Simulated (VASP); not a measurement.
# GaP (F-43m) in VASP: further runs

The runs below take GaP through G0W0 quasiparticle levels, with PBE.

All numbers are computed with VASP 6.6.1; they aren't measurements. Logs are shortened: lines on timing, memory, paths and dates and some standing lists are left out, and cuts for length are marked.

### 1 The structure

It takes space group F-43m (No. 216, cubic). Conventional cell: a = 5.451 Å, b = 5.451 Å, c = 5.451 Å, α = 90.00°, β = 90.00°, γ = 90.00°. Ga (site symmetry -43m) has 4 P at 2.36 Å as nearest neighbours. P (site symmetry -43m) has 4 Ga at 2.36 Å as nearest neighbours.

### 2 G0W0 quasiparticle levels, PBE

Contents of POSCAR:

```
GaP
1.0
    0.0000000000      2.7252500000      2.7252500000
    2.7252500000      0.0000000000      2.7252500000
    2.7252500000      2.7252500000      0.0000000000
Ga P
1 1
Direct
    0.0000000000      0.0000000000      0.0000000000
    0.7500000000      0.7500000000      0.7500000000
```

Contents of INCAR.step1:

```
SYSTEM = GaP
PREC     = Accurate       ! precision mode
ENCUT    = 450            ! plane-wave cutoff, eV
EDIFF    = 1E-8           ! SCF threshold, eV
ISMEAR   = 0              ! smearing method
SIGMA    = 0.01           ! smearing width, eV
LREAL    = .False.        ! projectors in reciprocal space
LASPH    = .True.         ! aspherical terms in the spheres
NELM     = 80             ! most SCF steps
ALGO     = Normal         ! electronic algorithm
LWAVE    = .True.         ! write WAVECAR
LCHARG   = .False.        ! write CHGCAR
GGA      = PE             ! functional
```

Contents of INCAR.step2:

```
SYSTEM = GaP
PREC     = Accurate       ! precision mode
ENCUT    = 450            ! plane-wave cutoff, eV
EDIFF    = 1E-8           ! SCF threshold, eV
ISMEAR   = 0              ! smearing method
SIGMA    = 0.01           ! smearing width, eV
LREAL    = .False.        ! projectors in reciprocal space
LASPH    = .True.         ! aspherical terms in the spheres
NELM     = 1              ! most SCF steps
ALGO     = Exact          ! electronic algorithm
LWAVE    = .True.         ! write WAVECAR
LCHARG   = .False.        ! write CHGCAR
GGA      = PE             ! functional
NBANDS   = 170            ! bands
LOPTICS  = .True.         ! frequency-dependent dielectric function
ISTART   = 1
```

Contents of INCAR.step3:

```
SYSTEM = GaP
PREC     = Accurate       ! precision mode
ENCUT    = 450            ! plane-wave cutoff, eV
EDIFF    = 1E-8           ! SCF threshold, eV
ISMEAR   = 0              ! smearing method
SIGMA    = 0.01           ! smearing width, eV
LREAL    = .False.        ! projectors in reciprocal space
LASPH    = .True.         ! aspherical terms in the spheres
ALGO     = EVGW0          ! electronic algorithm
LWAVE    = .False.        ! write WAVECAR
LCHARG   = .False.        ! write CHGCAR
GGA      = PE             ! functional
NELMGW   = 1            
NBANDS   = 170            ! bands
ENCUTGW  = 50             ! cutoff of the response function
NOMEGA   = 48             ! frequency points
PRECFOCK = Fast         
ISTART   = 1            
NBANDSGW = 17
```

Contents of KPOINTS:

```
Automatic mesh
0
Gamma
  3 3 3
  0 0 0
```

Potentials or basis: VASP PAW PBE potentials, release 64 (Ga_d_GW, P_GW).

On the command line:

```bash
$ cat potpaw_PBE.64/Ga_d_GW/POTCAR potpaw_PBE.64/P_GW/POTCAR > POTCAR
$ cp INCAR.step1 INCAR
$ mpirun -np 1 vasp_std > vasp.out
$ cp INCAR.step2 INCAR
$ mpirun -np 1 vasp_std > vasp.out
$ cp INCAR.step3 INCAR
$ mpirun -np 1 vasp_std > vasp.out
```

OUTCAR:

```text
SYSTEM = GaP
   PREC = Accurate
   ENCUT = 450
   EDIFF = 1E-8
   ISMEAR = 0
   LREAL = .False.
   LASPH = .True.
   GGA = PE
   NELMGW = 1
   ENCUTGW = 50
   PRECFOCK = Fast
   ISTART = 1

 Found      4 irreducible k-points:

 Following reciprocal coordinates:
            Coordinates               Weight
  0.000000  0.000000  0.000000      1.000000
  0.333333  0.000000  0.000000      8.000000
  0.333333  0.333333  0.000000      6.000000
 -0.333333  0.333333  0.000000     12.000000
   k-points           NKPTS =      4   k-points in BZ     NKDIM =     27   number of bands    NBANDS=    170
   number of dos      NEDOS =    301   number of ions     NIONS =      2
   total plane-waves  NPLWV =  21952
   dimension x,y,z NGX =    28 NGY =   28 NGZ =   28
   dimension x,y,z NGXF=    56 NGYF=   56 NGZF=   56
   ions per type =               1   1
   NGX,Y,Z   is equivalent  to a cutoff of  12.08, 12.08, 12.08 a.u.
   NGXF,Y,Z  is equivalent  to a cutoff of  24.16, 24.16, 24.16 a.u.
 SYSTEM =  GaP
   PREC   = accura    normal or accurate (medium, high low for compatibility)
   ISTART =      1    job   : 0-new  1-cont  2-samecut
   ICHARG =      0    charge: 1-file 2-atom 10-const
   ISPIN  =      1    spin polarized calculation?
   LNONCOLLINEAR =      F non collinear calculations
   LSORBIT =      F    spin-orbit coupling
   LASPH  =      T    aspherical Exc in radial PAW
   ENCUT  =  450.0 eV  33.07 Ry    5.75 a.u.   6.67  6.67  6.67*2*pi/ulx,y,z
   NELM   =     60;   NELMIN=  2; NELMDL=  0     # of ELM steps
   EDIFF  = 0.1E-07   stopping-criterion for ELM
   LREAL  =      F    real-space projection
   EDIFFG = 0.1E-06   stopping-criterion for IOM
   NSW    =      0    number of steps for IOM
   IBRION =     -1    ionic relax: 0-MD 1-quasi-New 2-CG
   NFREE  =      0    steps in history (QN), initial steepest desc. (CG)
   ISIF   =      0    stress and relaxation
   ISYM   =      3    0-nonsym 1-usesym 2-fastsym
   POTIM  = 0.5000    time-step for ionic-motion
   TEBEG  =    0.0;   TEEND  =   0.0 temperature during run
   PSTRESS=    0.0 pullay stress
   NELECT =      18.0000    total number of electrons
   NUPDOWN=      -1.0000    fix difference up-down
   EMIN   =  10.00;   EMAX   =-10.00  energy-range for DOS
   EFERMI =   0.00;   METHOD = LEGACY
   ISMEAR =     0;   SIGMA  =   0.01  broadening in eV -4-tet -1-fermi 0-gaus
   EFERMI_NEDOS =   21; number of points for ismear=-14 and -15
   IALGO  =     38    algorithm
   IMIX   =      4    mixing-type and parameters
     AMIX     =   0.40;   BMIX     =  1.00
     AMIX_MAG =   1.60;   BMIX_MAG =  1.00
  volume/ion in A,a.u.               =      20.24       136.59
  Fermi-wavevector in a.u.,A,eV,Ry     =   1.249538  2.361284 21.243377  1.561344
  Thomas-Fermi vector in A             =   2.383574
   LORBIT       =      0    0 simple, 1 ext, 2 COOP (PROOUT), +10 PAW based schemes
   GGA     = PE    functional components
   LHFCALC =     T    Hartree Fock is set to
   PRECFOCK=fast      Normal, Fast or Accurate (Low or Medium for compatibility)
   ENCUT4O =  -1.0   cutoff for four orbital integrals eV
   NKREDX  =     1    reduce k-point grid by
   NKREDY  =     1    reduce k-point grid by
   NKREDZ  =     1    reduce k-point grid by
   AEXX    =    1.0000 exact exchange contribution
   HFSCREEN=    0.0000 screening length (either q_TF or 0.3 A-1)
   HFSCREENC=   0.0000 screening length for correlation (either q_TF or 0.3 A-1)
   ENCUTFOCK=  -1.0 apply spherical cutoff to Coloumb kernel
   IVDW    =     0    specifies the selected vdW correction
   LEPSILON=     F    determine dielectric tensor
   LRPA    =     F    only Hartree local field effects (RPA)
   LRPAFORCE           =     F    calculate RPA forces
   ENCUTGW             =  50.0    cutoff for response function in eV
   ENCUTGWSOFT         =  40.0    soft cutoff for Coulomb kernel in GW response function in eV
   ENCUTLF             =  -1.0    cutoff for local field effects
   NELMGW              =     1    number of iterations in solving QP/BSE equation
   NELMHF              =     1    number of iterations in the inner HF iteration
   NKREDLFX            =     1    NKREDLFY  =   1   NKREDLFZ  =   1
 non-spin polarized calculation
 Gauss-broadening in eV      SIGMA  =   0.01
  energy-cutoff  :      450.00
  volume of cell :       40.48
 maximum number of plane-waves:       893
 NGX is ok and might be reduce to    28
  NGX = 16; NGY = 16; NGZ = 16
   NGX = 13   NGY = 13   NGZ = 13
 maximum number of plane-waves:        34
 NGX is ok and might be reduce to    10

 QP shifts <psi_nk| G(iteration)W_0 |psi_nk>: iteration 1
 for sc-GW calculations column KS-energies equals QP-energies in previous step
 and V_xc(KS)=  KS-energies - (<T + V_ion + V_H > + <T+V_H+V_ion>^1  + <V_x>^1)

 k-point   1 :       0.0000    0.0000    0.0000
  band No.  KS-energies  QP-energies   sigma(KS)   V_xc(KS)     V^pw_x(r,r')   Z            occupation Imag(sigma)

      1     -10.1856     -13.7813     -26.8639     -21.6848     -35.0252       0.6943       2.0000       0.2604
      2     -10.1856     -13.7813     -26.8639     -21.6848     -35.0252       0.6943       2.0000       0.2604
      3     -10.1856     -13.7813     -26.8639     -21.6848     -35.0252       0.6943       2.0000       0.2604
      4     -10.0900     -13.7302     -27.0334     -21.8034     -35.1437       0.6960       2.0000       0.2239
      5     -10.0900     -13.7302     -27.0334     -21.8034     -35.1437       0.6960       2.0000       0.2239
      6      -8.0298      -8.2795     -11.6995     -11.3534     -18.6291       0.7214       2.0000       1.2171
[... 9 lines left out ...]
     16      14.1509      14.5415     -10.3145     -10.8284      -4.9889       0.7600       0.0000      -0.2521
     17      16.8528      16.6984      -8.3655      -8.1664      -2.3911       0.7754       0.0000      -0.5266

 k-point   2 :       0.3333    0.0000    0.0000
  band No.  KS-energies  QP-energies   sigma(KS)   V_xc(KS)     V^pw_x(r,r')   Z            occupation Imag(sigma)

      1     -10.2450     -13.7337     -26.4341     -21.4022     -34.6069       0.6933       2.0000       0.2918
      2     -10.1657     -13.7826     -26.9096     -21.7197     -35.0663       0.6969       2.0000       0.2586
      3     -10.1657     -13.7826     -26.9096     -21.7197     -35.0663       0.6969       2.0000       0.2586
      4     -10.0863     -13.7471     -27.0429     -21.8125     -35.1586       0.6999       2.0000       0.2232
      5     -10.0863     -13.7471     -27.0429     -21.8125     -35.1586       0.6999       2.0000       0.2232
      6      -6.7233      -7.0002     -12.3507     -11.9516     -18.9040       0.6939       2.0000       0.9443
[... 9 lines left out ...]
     16      14.1473      14.0426      -8.2855      -8.1523      -2.6893       0.7862       0.0000      -0.3765
     17      19.2487      19.4103      -9.4909      -9.7041      -3.0812       0.7579       0.0000      -0.7174

 k-point   3 :       0.3333    0.3333    0.0000
  band No.  KS-energies  QP-energies   sigma(KS)   V_xc(KS)     V^pw_x(r,r')   Z            occupation Imag(sigma)

      1     -10.2750     -13.7327     -26.3838     -21.3729     -34.5687       0.6901       2.0000       0.2955
      2     -10.1381     -13.7928     -26.9916     -21.7803     -35.1478       0.7013       2.0000       0.2557
      3     -10.1381     -13.7928     -26.9916     -21.7803     -35.1478       0.7013       2.0000       0.2557
      4     -10.1154     -13.7194     -26.9335     -21.7285     -35.0419       0.6924       2.0000       0.2270
      5     -10.0739     -13.7570     -27.0677     -21.8339     -35.1855       0.7037       2.0000       0.2199
      6      -6.2578      -6.5275     -12.4022     -12.0132     -18.7791       0.6934       2.0000       0.8681
[... 9 lines left out ...]
     16      18.8867      19.0234      -9.2139      -9.3929      -2.9341       0.7631       0.0000      -0.6665
     17      19.8687      20.2144     -10.5533     -11.0084      -3.9445       0.7595       0.0000      -0.8932

 k-point   4 :      -0.3333    0.3333    0.0000
  band No.  KS-energies  QP-energies   sigma(KS)   V_xc(KS)     V^pw_x(r,r')   Z            occupation Imag(sigma)

      1     -10.2740     -13.7246     -26.3329     -21.3469     -34.5252       0.6921       2.0000       0.3021
      2     -10.1481     -13.7861     -26.9511     -21.7436     -35.0963       0.6986       2.0000       0.2524
      3     -10.1367     -13.7984     -26.9919     -21.7837     -35.1500       0.7031       2.0000       0.2560
      4     -10.1005     -13.7334     -26.9955     -21.7748     -35.1096       0.6959       2.0000       0.2245
      5     -10.0831     -13.7544     -27.0406     -21.8126     -35.1573       0.7022       2.0000       0.2211
      6      -5.2807      -5.5628     -13.0430     -12.6405     -19.1782       0.7007       2.0000       0.7385
[... 9 lines left out ...]
     16      19.4742      19.5641      -9.0785      -9.1973      -2.7823       0.7566       0.0000      -0.6677
     17      20.2154      20.5801     -10.1526     -10.6356      -3.3956       0.7552       0.0000      -0.8853
```

Wall time 34 s (1 thread of Intel Xeon Platinum 8488C (Sapphire Rapids), shared host); peak memory 0.25 GiB.

These settings aren't checked as converged: the numbers below hold their error.

Results:

| Item | Value |
| --- | --- |
| Band gap on the k mesh, mean-field level | 1.70 eV, indirect (least direct gap 1.80 eV) |
| Quasiparticle gap | 2.05 eV |
| Least direct quasiparticle gap | 2.68 eV |

Caveat: the k mesh is coarse (spacing up to 0.67 Å⁻¹), so the values aren't converged; bands, screening cutoff and mesh are small and nothing is extrapolated, so the quasiparticle values aren't converged; an odd mesh through Γ misses points on the zone boundary, where band edges often lie.

(Part 1 of 2 ends here.)
